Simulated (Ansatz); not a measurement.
This Ansatz input for GaP was spoiled on purpose:

```yaml
crystal:
  lattice:
    - [0.0, 2.7530800644, 2.7530800644]
    - [2.7530800644, 0.0, 2.7530800644]
    - [2.7530800644, 2.7530800644, 0.0]
  atoms:
    - { symbol: Ga, position: [0.0, 0.0, 0.0] }
    - { symbol: P, position: [0.75, 0.75, 0.75] }
basis:
  ecutwfc: 420
  ecutrho_ratio: 4
kpoints:
  mp_grid: { grid: [10, 10, 10] }
hamiltonian:
  xc: pbe
scf:
  occupations: { method: gaussian, width: 0.05 }
  max_iter: 80
output:
  forces: true
  stress: true
total_charge: 6
```

Launched as:
```sh
ansatz run input.yaml --threads 4 --pin off --max-ram 7168MiB --backend cpu --events-out ev --progress --plain --runs-dir out
```

Q: What is wrong with it?

A: A charge that the system can't hold. Against the sound input: total_charge: 6 (the cap on iterations is only a precaution).

What the program printed:

SCF trace (energy estimate counted from the last row):
```tsv
iteration	ΔE (eV)	density residual (eV)
1	-132.553	2.41e2
2	-9.454	1.45e1
3	0.055	1.49e0
4	0.149	2.21e-2
5	0.013	9.92e-4
6	-2.2e-04	2.83e-4
7	2.0e-05	1.38e-5
8	0.000	4.94e-8
9	0.000	3.45e-9
```

```
SCF 1 converged in 9 iterations: F = -4559.549577 eV  dr2 = 3.45e-9
SCF converged after 9 iterations
Free energy (F): -4559.549577 eV
E sigma→0 (E₀):  -4559.549577 eV
Fermi energy:    -2.536020 eV
--- Forces (eV/Å), atoms counted from 1 ---
  atom   1  Ga     0.00000000     0.00000000     0.00000000
  atom   2  P      0.00000000     0.00000000     0.00000000
--- Stress (GPa, compression-positive) ---
       59.983091       0.000000       0.000000
        0.000000      59.983091       0.000000
        0.000000       0.000000      59.983091
  P = ⅓ Tr σ = 59.9831 GPa (599.831 kbar)
```

The run converged all the same; its pressure of 60 GPa shows the fault against the sound run's. The net charge is balanced by a uniform background. Cost: 0.88 s on 4 threads of Intel(R) Xeon(R) Platinum 8488C (Sapphire Rapids) (shared host), peak memory 0.4 GiB. The run before the change (PBE, 420 eV, 10×10×10 mesh) gave:

```tsv
run	P (GPa)	gap on the mesh (eV)	cell moment (μB)	largest force component (eV/Å)
sound	0.0	1.58	–	0.000
spoiled	60.0	5.23	–	0.000
```

The chain of runs began from a cell as deposited in COD, expanded in volume.

Of that run: Kohn–Sham gaps of semilocal functionals lie under measured ones, often by a third or more.
